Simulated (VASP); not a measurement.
A run of VASP 6.6.1 is set up as follows.

Contents of INCAR:

```
SYSTEM = I
ALGO = Normal
EDIFF = 1E-7
EDIFFG = -0.005
ENCUT = 600
GGA = PE
IBRION = 2
ISIF = 3
ISMEAR = 0
LASPH = .True.
LCHARG = .False.
LREAL = .False.
LWAVE = .False.
NELM = 80
NSW = 90
PREC = Accurate
PSTRESS = 320.0
SIGMA = 0.03
```

Contents of KPOINTS:

```
k-points
0
Gamma
  12 12 12
  0 0 0
```

File POSCAR:

```
I                                       
1.0
   -1.5078056228      1.5079149172      2.5242025516
    1.5078056228     -1.5079149172      2.5242025516
    1.5078056228      1.5079149172     -2.5242025516
  I             
     1
Direct
     0.0000000000000000    0.0000000000000000    0.0000000000000000
```

Potentials or basis: VASP PAW PBE potentials, release 64 (I).

Launch:

```bash
$ cat potpaw_PBE.64/I/POTCAR > POTCAR
$ mpirun -np 1 vasp_std > vasp.out
```

**Question.** Estimate the space group after relaxing (to 0.05 Å).

**Answer.** I4/mmm (No. 139).

**Question.** What does it give for the relaxed cell?

**Answer.** a = 3.305 Å, b = 3.305 Å, c = 3.305 Å, α = 125.70°, β = 125.70°, γ = 80.39°.

Step by step:
```
step  energy change (eV)  largest force (eV/Å)  pressure (GPa)  volume (Å³)
   1              0.0000                0.0000           32.03        22.96
   2             -0.0033                0.0000           31.92        22.97
   3             -0.0009                0.0000           32.00        22.96
```

Caveat: the cell is relaxed towards a set pressure, so the enthalpy falls and the energy may rise; an odd number of electrons without spin polarisation forces a metal; a magnetic or distorted state may lie lower. The run has no spin-orbit coupling, so splittings on I are missing.
